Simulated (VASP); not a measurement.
Crystal: TiO2.

```
CELL_PARAMETERS angstrom
4.59984 0.00000 0.00000
0.00000 4.59984 0.00000
0.00000 0.00000 2.95921
ATOMIC_POSITIONS crystal
Ti 0.00000 0.00000 0.50000
Ti 0.50000 0.50000 0.00000
O 0.30432 0.30432 0.50000
O 0.19568 0.80432 0.00000
O 0.80432 0.19568 0.00000
O 0.69568 0.69568 0.50000
```

The cell is a database's computed one.

Base run:

```yaml
Program: VASP 6.6.1
Functional: rSCAN
Potentials_or_basis: VASP PAW PBE potentials, release 64 (Ti_sv, O)
Cutoff: 520 eV
k_mesh: 6 × 6 × 9
Occupations: fermi-dirac, width 0.05 eV
Spin: no spin polarisation
```

Its results: band gap on the k mesh 2.18 eV, direct; pressure -0.2 GPa; largest force 0.014 eV/Å.

Question: After a change of settings the same cell gave: band gap on the k mesh 2.21 eV, direct; pressure 0.3 GPa; largest force 0.024 eV/Å. Which change was it?
A. functional from rSCAN to SCAN; further incar settings from ALGO = Normal; EDIFF = 1e-07 to ALGO = Normal; EDIFF = 1e-07; NBANDS = 33
B. functional from rSCAN to TPSS; further incar settings from ALGO = Normal; EDIFF = 1e-07 to ALGO = Normal; EDIFF = 1e-06; NBANDS = 33
C. functional from rSCAN to r2SCAN; further incar settings from ALGO = Normal; EDIFF = 1e-07 to ALGO = Normal; EDIFF = 1e-06

Answer: C.

Caveats: the PAW data sets were made with another functional, which shifts forces and pressure a little.
